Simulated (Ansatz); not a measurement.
# TePb (Fm-3m) in Ansatz: notebook

One crystal, TePb, is run at these levels: RPBE, revPBE; tasks: band structure, single point, equation of state.

All numbers are computed with Ansatz 0.2.0; they aren't measurements. Logs are shortened: lines on timing, memory, paths and dates and some standing lists are left out, and cuts for length are marked.

**The experiment to reproduce.**

A printed reference work, monograph reports, for a bulk crystal of TePb at 4.2 K: band gap 0.19 eV (direct).

The runs below are set against these values where they give the same quantity.

## Step 1: The crystal as given

It takes space group Fm-3m (No. 225, cubic). Conventional cell: a = 6.462 Å, b = 6.462 Å, c = 6.462 Å, α = 90.00°, β = 90.00°, γ = 90.00°. Pb (site symmetry m-3m) is surrounded by 6 Te at 3.23 Å. Around Te (site symmetry m-3m) lie 6 Pb at 3.23 Å.

## Step 2: Band structure, RPBE

input.yaml reads:

```yaml
crystal:
  lattice:
    - [0.0, 3.231, 3.231]
    - [3.231, 0.0, 3.231]
    - [3.231, 3.231, 0.0]
  atoms:
    - { symbol: Pb, position: [0.0, 0.0, 0.0] }
    - { symbol: Te, position: [0.5, 0.5, 0.5] }
hamiltonian:
  xc: rpbe
  pseudopotentials: { kind: paw }
kpoints:
  mp_grid: { grid: [7, 7, 7] }
  band_path:
    path:
      - [[0.0, 0.0, 0.0], [0.5, 0.0, 0.5], [0.5, 0.25, 0.75], [0.375, 0.375, 0.75], [0.0, 0.0, 0.0], [0.5, 0.5, 0.5], [0.625, 0.25, 0.625], [0.5, 0.25, 0.75], [0.5, 0.5, 0.5], [0.375, 0.375, 0.75]]
      - [[0.625, 0.25, 0.625], [0.5, 0.0, 0.5]]
    npoints: 14
scf:
  occupations: { method: fermi_dirac, width: 0.05 }
  n_extra_bands: 6
output:
  forces: true
  stress: true
  eigenvalues: true
  fatbands: false
```

Potentials or basis: Ansatz PAW.

The run is started by

```
$ ansatz run input.yaml --threads 2 --pin off --max-ram 5120MiB --backend cpu --events-out ev --progress --plain --runs-dir out
```

Log:

```text
Warning: RAYON_NUM_THREADS=2 ignored (pool sized by the plan → 2); use --threads N
scf.n_extra_bands = 6 over 15 filled bands (N_el = 30.0): the run solves 21 bands
Engine: ansatz 0.2.0, aarch64-unknown-linux-gnu
Pseudopotentials: kind: paw
Pseudopotential: Pb, paw, valence charge 14, recommended cutoff 420 eV (normal), Pb.paw.azcp
Pseudopotential: Te, paw, valence charge 16, recommended cutoff 420 eV (normal), Te.paw.azcp
Functional definition: RPBE
  parameter kappa = 0.804
  parameter beta = 0.06672455060314922
  exchange = rpbe_x(kappa = kappa, mu = beta*pi^2/3)
  correlation = pbe_c(beta = beta)
Crystal: 2 atoms, lattice volume = 67.459 Å³
Basis set: ecut = 420 eV, 1363 PW (Γ), exchange–correlation on 64×64×64 points (8 copies of the dense FFT grid, shifted against one another)
Bands: 21, of which v1, the nominal top of the filled ones, is band 15 counted from 1 (14 counted from 0)
Symmetry: 48 space group operations
Space group: Fm-3m (ITA 225), of the structure as read, at distance tolerance 4.1e-5 Å
k-points: 20 of 343
Non-local potential: Pb, projectors of the file, l = 0: 2, l = 1: 2, l = 2: 2, l = 3: 2
Non-local potential: Te, projectors of the file, l = 0: 2, l = 1: 2, l = 2: 2, l = 3: 2
PAW form: soft (Blöchl's): semilocal exchange-correlation on the pseudo side does not see the compensation charge
PAW frozen core: Pb, regenerated for the run's functional, and the local potential with it (the file was generated under x = pbe(κ = 0.804, μ = 0.2195149727645171), c = pbe(β = 0.06672455060314922))
PAW frozen core: Te, regenerated for the run's functional, and the local potential with it (the file was generated under x = pbe(κ = 0.804, μ = 0.2195149727645171), c = pbe(β = 0.06672455060314922))
PAW one-centre angular grid: Pb, 590 points (default); XC on 64 Gauss nodes
PAW one-centre angular grid: Te, 590 points (default); XC on 64 Gauss nodes
Initial density: superposition of atomic densities (neutral atoms: chi_scale 0, normalization atom), corrected by the library's trained network
Initial wavefunctions: pseudopotential atomic-orbital guess
Functional: x = rpbe, c = pbe(β = 0.06672455060314922)
SCF iter   1: F=—  HF=-18911.288571 eV  |F-HF|=—  |Δ(HF+E_count)|=         —  Δρ=1.93e-3  dr2=2.03e-3  ethr=1.77e-3  ⟨swp⟩=7.5  Hψ=2293  notcnv=0
preconditioner: auto → none  [insulator: Δε(μ)=1.063 eV  Ē_g=16.365 eV  σ=0.050 eV  W_gap=1.00  n_scr=14 (ndim 8)  ℏωp=20.2 eV  f_vac=0.014  D(μ)=0.00/eV (n_scr^D=0)  ε∞_Penn≈2.5]
SCF iter   2: F=—  HF=-18911.286359 eV  |F-HF|=—  |Δ(HF+E_count)|=   2.21e-3  Δρ=6.21e-4  dr2=1.62e-4  ethr=6.75e-6  ⟨swp⟩=2.0  Hψ=889  notcnv=0  defer=4
SCF iter   3: F=—  HF=-18911.286443 eV  |F-HF|=—  |Δ(HF+E_count)|=   8.41e-5  Δρ=3.28e-4  dr2=3.81e-5  ethr=5.41e-7  ⟨swp⟩=3.0  Hψ=709  notcnv=0  defer=4
SCF iter   4: F=—  HF=-18911.286486 eV  |F-HF|=—  |Δ(HF+E_count)|=   4.29e-5  Δρ=1.37e-4  dr2=7.61e-6  ethr=1.27e-7  ⟨swp⟩=2.0  Hψ=477  notcnv=0  defer=4
SCF iter   5: F=—  HF=-18911.286495 eV  |F-HF|=—  |Δ(HF+E_count)|=   8.59e-6  Δρ=3.17e-5  dr2=4.09e-7  ethr=2.54e-8  ⟨swp⟩=2.0  Hψ=491  notcnv=0  defer=4
SCF iter   6: F=-18911.286495 eV  HF=-18911.286495 eV  |F-HF|=1.98e-9  |Δ(HF+E_count)|=   4.33e-7  Δρ=6.08e-6  dr2=2.29e-8  ethr=3.33e-10  ⟨swp⟩=8.9  Hψ=2166  notcnv=0
SCF 1 converged in 6 iterations: F = -18911.286495 eV  dr2 = 2.29e-8
NSCF: frozen V_eff on 142 k-points
SCF converged after 6 iterations
Free energy (F): -18911.286495 eV
Harris-Foulkes:  -18911.286495 eV  (|F-HF|=1.98e-9)
Internal energy: -18911.286493 eV  (E = F + TS)
E sigma→0 (E₀):  -18911.286494 eV
Entropy (-TS):   -0.000002 eV (-0.001 meV/atom)
Fermi energy:    9.264823 eV
--- Per-component energies (eV) ---
  E_band       = -313.689691
  E_kinetic    = 468.079161
  E_local      = -2384.824046  (includes V_loc(G=0)·N_el)
  E_nonlocal   = 38.653117
  E_hartree    = 1256.269741
  E_xc         = -346.107020
  E_vxc        = -236.692984  (∫ρ·V_xc dr)
  E_paw        = -15090.477232  (= ΣΔE_a)
  E_vpaw       = -711.436616  (= ΣTr[D̂ρ^β])
  E_aug_tail   = -0.000140  (compensation charges beyond the density's cutoff)
  E_ewald      = -2852.919164
  E_core_change = 0.039091  (= ΣΔE_core)
  E_smearing   = -0.000002  (= −TS)
  E_closure    = 0.000000  (closes the sum)
  Σ components = -18911.286495   (vs F -18911.286495, Δ=0.00e0)
--- Forces (eV/Å), atoms counted from 1 ---
  atom   1  Pb    -0.00000000     0.00000000    -0.00000000
  atom   2  Te     0.00000000    -0.00000000     0.00000000
  max |Σ_I F_I| component: 3.98e-29 eV/Å
--- Stress (GPa, compression-positive) ---
        3.645630      -0.000000      -0.000000
        0.000000       3.645630       0.000000
        0.000000      -0.000000       3.645630
  P = ⅓ Tr σ = 3.6456 GPa (36.456 kbar)
--- Band table (eV; the first three rows and the last of 20) ---
  k-point 0: bands = ["-27.3607", "-27.3607", "-27.3558", "-27.3558", "-27.3558", "-7.9718", "-7.9718", "-7.9666", "-7.9666", "-7.9666", "-3.1817", "3.2697", "7.4599", "7.4599", "7.4599", "12.9365", "12.9365", "12.9365", "14.6584", "14.6584", "14.6584"]
  k-point 1: bands = ["-27.3606", "-27.3606", "-27.3557", "-27.3557", "-27.3557", "-7.9745", "-7.9745", "-7.9661", "-7.9637", "-7.9637", "-3.0075", "2.7070", "7.5120", "7.5120", "7.7740", "12.0001", "12.1910", "12.1910", "14.5252", "15.0388", "15.0388"]
  k-point 2: bands = ["-27.3606", "-27.3606", "-27.3556", "-27.3555", "-27.3555", "-7.9815", "-7.9815", "-7.9651", "-7.9563", "-7.9563", "-2.5155", "1.5312", "7.6714", "7.6714", "8.2969", "10.6994", "11.0280", "11.0280", "15.0931", "16.0682", "16.0682"]
  k-point 19: bands = ["-27.3608", "-27.3604", "-27.3555", "-27.3553", "-27.3549", "-8.0140", "-7.9746", "-7.9622", "-7.9554", "-7.9428", "-1.3837", "0.8175", "4.9336", "5.5595", "8.1352", "10.7993", "13.5652", "14.3774", "15.0032", "16.1885", "19.2159"]
```

Run time: 3 s. Hardware: 2 threads of Arm Neoverse V1, shared host; peak memory 0.39 GiB.

Results:

```
Free energy             : -18911.2865 eV
Pressure                : 3.6 GPa
Band gap along the path : 0.80 eV, direct
```

Levels at the corners of the path, in eV from the Fermi level:
| point | band 13 | band 14 | band 15 | band 16 | band 17 | band 18 |
| --- | --- | --- | --- | --- | --- | --- |
| Γ | -1.80 | -1.80 | -1.80 | 3.67 | 3.67 | 3.67 |
| X | -4.93 | -3.25 | -3.25 | 2.91 | 5.06 | 5.06 |
| W | -4.22 | -4.22 | -0.82 | 1.27 | 4.82 | 4.82 |
| K | -4.55 | -2.75 | -2.51 | 3.17 | 3.36 | 4.74 |
| Γ | -1.80 | -1.80 | -1.80 | 3.67 | 3.67 | 3.67 |
| L | -1.35 | -1.35 | -0.44 | 0.36 | 0.86 | 0.86 |
| U | -4.55 | -2.75 | -2.51 | 3.17 | 3.36 | 4.74 |
| W | -4.22 | -4.22 | -0.82 | 1.27 | 4.82 | 4.82 |
| L | -1.35 | -1.35 | -0.44 | 0.36 | 0.86 | 0.86 |
| K | -4.55 | -2.75 | -2.51 | 3.17 | 3.36 | 4.74 |
| U | -4.55 | -2.75 | -2.51 | 3.17 | 3.36 | 4.74 |
| X | -4.93 | -3.25 | -3.25 | 2.91 | 5.06 | 5.06 |

Caveat: this odd mesh misses L, where the gap lies, so gap, dielectric constants and Born charges aren't listed; spin-orbit coupling is left out, which moves the levels of the heavy elements; the PAW data sets come from PBE, with cores solved anew for the run's functional, which leaves a small shift of forces and pressure.

## Step 3: Single point, revPBE, 31.71 Å³/atom (volume scaled by 0.94)

input.yaml reads:

```yaml
crystal:
  lattice:
    - [0.0, 3.1650427173, 3.1650427173]
    - [3.1650427173, 0.0, 3.1650427173]
    - [3.1650427173, 3.1650427173, 0.0]
  atoms:
    - { symbol: Pb, position: [0.0, 0.0, 0.0] }
    - { symbol: Te, position: [0.5, 0.5, 0.5] }
hamiltonian:
  xc: revpbe
  pseudopotentials: { kind: paw }
kpoints:
  mp_grid: { grid: [7, 7, 7] }
scf:
  occupations: { method: fermi_dirac, width: 0.05 }
output:
  forces: true
  stress: true
  eigenvalues: true
```

Potentials or basis: Ansatz PAW.

The run is started by

```
$ ansatz run input.yaml --threads 2 --pin off --max-ram 5120MiB --backend cpu --events-out ev --progress --plain --runs-dir out
```

Log:

```text
Warning: RAYON_NUM_THREADS=2 ignored (pool sized by the plan → 2); use --threads N
[... 4 set-up lines as earlier in the session ...]
Functional definition: revPBE
  parameter kappa = 1.245
[... 1 set-up line as earlier in the session ...]
  exchange = pbe_x(kappa = kappa, mu = beta*pi^2/3)
[... 1 set-up line as earlier in the session ...]
Crystal: 2 atoms, lattice volume = 63.412 Å³
[... 34 lines left out ...]
  E_kinetic    = 470.011859
  E_local      = -2291.450538  (includes V_loc(G=0)·N_el)
  E_nonlocal   = 39.111391
  E_hartree    = 1220.958747
  E_xc         = -346.731984
  E_vxc        = -237.914964  (∫ρ·V_xc dr)
  E_paw        = -15083.774980  (= ΣΔE_a)
  E_vpaw       = -711.960299  (= ΣTr[D̂ρ^β])
  E_aug_tail   = -0.000130  (compensation charges beyond the density's cutoff)
  E_ewald      = -2912.372010
  E_core_change = 0.027517  (= ΣΔE_core)
  E_smearing   = -0.000004  (= −TS)
  E_closure    = -0.000000  (closes the sum)
  Σ components = -18904.220133   (vs F -18904.220133, Δ=0.00e0)
--- Forces (eV/Å), atoms counted from 1 ---
  atom   1  Pb    -0.00000000     0.00000000     0.00000000
  atom   2  Te     0.00000000    -0.00000000     0.00000000
  max |Σ_I F_I| component: 4.35e-29 eV/Å
--- Stress (GPa, compression-positive) ---
        6.675975       0.000000       0.000000
       -0.000000       6.675975      -0.000000
        0.000000      -0.000000       6.675975
  P = ⅓ Tr σ = 6.6760 GPa (66.760 kbar)
--- Band table (eV; the first three rows and the last of 20) ---
  k-point 0: bands = ["-26.6177", "-26.6177", "-26.6111", "-26.6111", "-26.6111", "-7.0793", "-7.0793", "-7.0683", "-7.0683", "-7.0683", "-2.7404", "4.4121", "8.2032", "8.2032", "8.2032", "13.9753", "13.9753", "13.9753", "15.4864"]
  k-point 1: bands = ["-26.6176", "-26.6176", "-26.6110", "-26.6110", "-26.6110", "-7.0830", "-7.0830", "-7.0679", "-7.0647", "-7.0647", "-2.5504", "3.7186", "8.2599", "8.2599", "8.6164", "12.9725", "13.1582", "13.1582", "15.3296"]
  k-point 2: bands = ["-26.6175", "-26.6175", "-26.6109", "-26.6107", "-26.6107", "-7.0923", "-7.0923", "-7.0670", "-7.0554", "-7.0554", "-2.0096", "2.3481", "8.4347", "8.4347", "9.2356", "11.6138", "11.9098", "11.9098", "15.9510"]
  k-point 19: bands = ["-26.6178", "-26.6172", "-26.6108", "-26.6105", "-26.6099", "-7.1389", "-7.0838", "-7.0632", "-7.0541", "-7.0374", "-0.6911", "1.5418", "5.4526", "6.1412", "8.9902", "11.7338", "14.5564", "15.4250", "16.0253"]
```

It took 0.94 s on 2 threads of Arm Neoverse V1, shared host; peak memory 0.34 GiB.

What came out:

```yaml
Free_energy: -18904.2201 eV
Pressure: 6.7 GPa
```

Caveat: this odd mesh misses L, where the gap lies, so gap, dielectric constants and Born charges aren't listed; the PAW data sets come from PBE, with cores solved anew for the run's functional, which leaves a small shift of forces and pressure.

## Step 4: Single point, revPBE, 32.38 Å³/atom (volume scaled by 0.96)

Edit input.yaml of step 3 so:

```diff
@@ -2,5 +2,5 @@
   lattice:
-    - [0.0, 3.1650427173, 3.1650427173]
-    - [3.1650427173, 0.0, 3.1650427173]
-    - [3.1650427173, 3.1650427173, 0.0]
+    - [0.0, 3.1873324849, 3.1873324849]
+    - [3.1873324849, 0.0, 3.1873324849]
+    - [3.1873324849, 3.1873324849, 0.0]
   atoms:
```

The run is started by

```
$ ansatz run input.yaml --threads 2 --pin off --max-ram 5120MiB --backend cpu --events-out ev --progress --plain --runs-dir out
```

Run time: 0.95 s. Hardware: 2 threads of Arm Neoverse V1, shared host; peak memory 0.35 GiB.

It converged, with:

- Free energy: -18904.2709 eV
- Pressure: 5.4 GPa

Caveat: this odd mesh misses L, where the gap lies, so gap, dielectric constants and Born charges aren't listed; the PAW data sets come from PBE, with cores solved anew for the run's functional, which leaves a small shift of forces and pressure.

## Step 5: Single point, revPBE, 33.05 Å³/atom (volume scaled by 0.98)

Edit input.yaml of step 4 so:

```diff
@@ -2,5 +2,5 @@
   lattice:
-    - [0.0, 3.1873324849, 3.1873324849]
-    - [3.1873324849, 0.0, 3.1873324849]
-    - [3.1873324849, 3.1873324849, 0.0]
+    - [0.0, 3.2093147829, 3.2093147829]
+    - [3.2093147829, 0.0, 3.2093147829]
+    - [3.2093147829, 3.2093147829, 0.0]
   atoms:
```

The run is started by

```
$ ansatz run input.yaml --threads 2 --pin off --max-ram 5120MiB --backend cpu --events-out ev --progress --plain --runs-dir out
```

It took 0.97 s on 2 threads of Arm Neoverse V1, shared host; peak memory 0.35 GiB.

The run converged. Its results:

* Free energy: -18904.3114 eV
* Pressure: 4.3 GPa

Caveat: this odd mesh misses L, where the gap lies, so gap, dielectric constants and Born charges aren't listed; the PAW data sets come from PBE, with cores solved anew for the run's functional, which leaves a small shift of forces and pressure.

## Step 6: Single point, revPBE, 33.73 Å³/atom

Edit input.yaml of step 5 so:

```diff
@@ -2,5 +2,5 @@
   lattice:
-    - [0.0, 3.2093147829, 3.2093147829]
-    - [3.2093147829, 0.0, 3.2093147829]
-    - [3.2093147829, 3.2093147829, 0.0]
+    - [0.0, 3.231, 3.231]
+    - [3.231, 0.0, 3.231]
+    - [3.231, 3.231, 0.0]
   atoms:
@@ -19 +19,5 @@
   eigenvalues: true
+  write_density: true
+  write_potential: true
+  elf: true
+  volumetric_format: npy
```

Potentials or basis: Ansatz PAW.

The run is started by

```
$ ansatz run input.yaml --threads 2 --pin off --max-ram 5120MiB --backend cpu --events-out ev --progress --plain --runs-dir out
```

Wall time 1.2 s (2 threads of Arm Neoverse V1, shared host); peak memory 0.36 GiB.

It converged, with:

* Free energy: -18904.3428 eV
* Pressure: 3.2 GPa

Caveat: this odd mesh misses L, where the gap lies, so gap, dielectric constants and Born charges aren't listed; the PAW data sets come from PBE, with cores solved anew for the run's functional, which leaves a small shift of forces and pressure.

## Step 7: Single point, revPBE, 34.40 Å³/atom (volume scaled by 1.02)

Edit input.yaml of step 6 so:

```diff
@@ -2,5 +2,5 @@
   lattice:
-    - [0.0, 3.231, 3.231]
-    - [3.231, 0.0, 3.231]
-    - [3.231, 3.231, 0.0]
+    - [0.0, 3.2523979746, 3.2523979746]
+    - [3.2523979746, 0.0, 3.2523979746]
+    - [3.2523979746, 3.2523979746, 0.0]
   atoms:
```

The run is started by

```
$ ansatz run input.yaml --threads 2 --pin off --max-ram 5120MiB --backend cpu --events-out ev --progress --plain --runs-dir out
```

It took 1.3 s on 2 threads of Arm Neoverse V1, shared host; peak memory 0.36 GiB.

It converged, with:

- Free energy: -18904.3659 eV
- Pressure: 2.3 GPa

Caveat: this odd mesh misses L, where the gap lies, so gap, dielectric constants and Born charges aren't listed; the PAW data sets come from PBE, with cores solved anew for the run's functional, which leaves a small shift of forces and pressure.

## Step 8: Single point, revPBE, 35.08 Å³/atom (volume scaled by 1.04)

Edit input.yaml of step 7 so:

```diff
@@ -2,5 +2,5 @@
   lattice:
-    - [0.0, 3.2523979746, 3.2523979746]
-    - [3.2523979746, 0.0, 3.2523979746]
-    - [3.2523979746, 3.2523979746, 0.0]
+    - [0.0, 3.2735180337, 3.2735180337]
+    - [3.2735180337, 0.0, 3.2735180337]
+    - [3.2735180337, 3.2735180337, 0.0]
   atoms:
```

The run is started by

```
$ ansatz run input.yaml --threads 2 --pin off --max-ram 5120MiB --backend cpu --events-out ev --progress --plain --runs-dir out
```

Run time: 1.4 s. Hardware: 2 threads of Arm Neoverse V1, shared host; peak memory 0.36 GiB.

Results (log left out):

```
Free energy : -18904.3816 eV
Pressure    : 1.4 GPa
```

Caveat: this odd mesh misses L, where the gap lies, so gap, dielectric constants and Born charges aren't listed; the PAW data sets come from PBE, with cores solved anew for the run's functional, which leaves a small shift of forces and pressure.

## Step 9: Single point, revPBE, 35.75 Å³/atom (volume scaled by 1.06)

input.yaml reads:

```yaml
crystal:
  lattice:
    - [0.0, 3.2943690292, 3.2943690292]
    - [3.2943690292, 0.0, 3.2943690292]
    - [3.2943690292, 3.2943690292, 0.0]
  atoms:
    - { symbol: Pb, position: [0.0, 0.0, 0.0] }
    - { symbol: Te, position: [0.5, 0.5, 0.5] }
hamiltonian:
  xc: revpbe
  pseudopotentials: { kind: paw }
kpoints:
  mp_grid: { grid: [7, 7, 7] }
scf:
  occupations: { method: fermi_dirac, width: 0.05 }
output:
  forces: true
  stress: true
  eigenvalues: true
```

Potentials or basis: Ansatz PAW.

The run is started by

```
$ ansatz run input.yaml --threads 2 --pin off --max-ram 5120MiB --backend cpu --events-out ev --progress --plain --runs-dir out
```

Run time: 1 s. Hardware: 2 threads of Arm Neoverse V1, shared host; peak memory 0.36 GiB.

Results (log left out):

| Quantity | Value |
| --- | --- |
| Free energy | -18904.3905 eV |
| Pressure | 0.7 GPa |

Caveat: this odd mesh misses L, where the gap lies, so gap, dielectric constants and Born charges aren't listed; the PAW data sets come from PBE, with cores solved anew for the run's functional, which leaves a small shift of forces and pressure.

## Step 10: Equation of state, revPBE

This step only gathers the single runs of the series.

What came out:

```
Equilibrium volume : 36.43 Å³/atom (rough: see the caveat)
Bulk modulus       : 35 GPa (rough)
```

Energy against volume, from the lowest point:
```tsv
volume (Å³/atom)	energy (meV/atom)
31.706	85.17
32.380	59.79
33.055	39.51
33.730	23.82
34.404	12.28
35.079	4.45
35.753	0.00
```

Caveat: the potentials were made for another functional, which shifts forces and pressure; this odd mesh misses L, where the gap lies, so gap, dielectric constants and Born charges aren't listed; the minimum lies outside the volumes run.

## Step 11: Comparison with measurements

Step 2. Measured gap of TePb: 0.19 eV (direct; 4.2 K; a printed reference work, monograph). This calculation gives 0.80 eV (+0.61 eV). Spin-orbit coupling on Pb, Te is left out. The value is that of RPBE, without temperature or zero-point motion.
